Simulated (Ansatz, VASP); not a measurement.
**One calculation of TaN, two programs**

```xyz
2
Lattice="0.0000 2.1878 2.1878 2.1878 0.0000 2.1878 2.1878 2.1878 0.0000" Properties=species:S:1:pos:R:3 pbc="T T T"
Ta    2.1878    2.1878    2.1878
N     0.0000    0.0000    0.0000
```

Alike in both runs: task single point; functional PBEsol; k mesh 14 × 14 × 14; occupations gaussian, width 0.15 eV; no spin polarisation.

|  | VASP | Ansatz |
| --- | --- | --- |
| version | VASP 6.6.1 | Ansatz 0.2.0 |
| potentials or method | VASP PAW PBE potentials, release 64 (Ta_pv, N) | scalar-relativistic, plane waves, PAW |
| plane-wave cutoff (eV) | 520 | 420 |
| valence electrons in the cell | 16 | 18 |

VASP gave:

```
gap on the k mesh at the Fermi level (eV) : none
pressure (GPa)                            : 1.0
```

Question: Which values does Ansatz return?

Answer: gap on the k mesh at the Fermi level (eV): none; pressure (GPa): 0.0.

A gap of «none» marks a metal or a gap that the smearing closes. With one functional, cell and mesh, what is left measures potentials, basis and numerics. The two sets of potentials don't hold the same shells in valence.

Caveats: the PAW data sets were made with another functional, which shifts forces and pressure a little (VASP). The runs have no spin-orbit coupling, so splittings on Ta are missing.
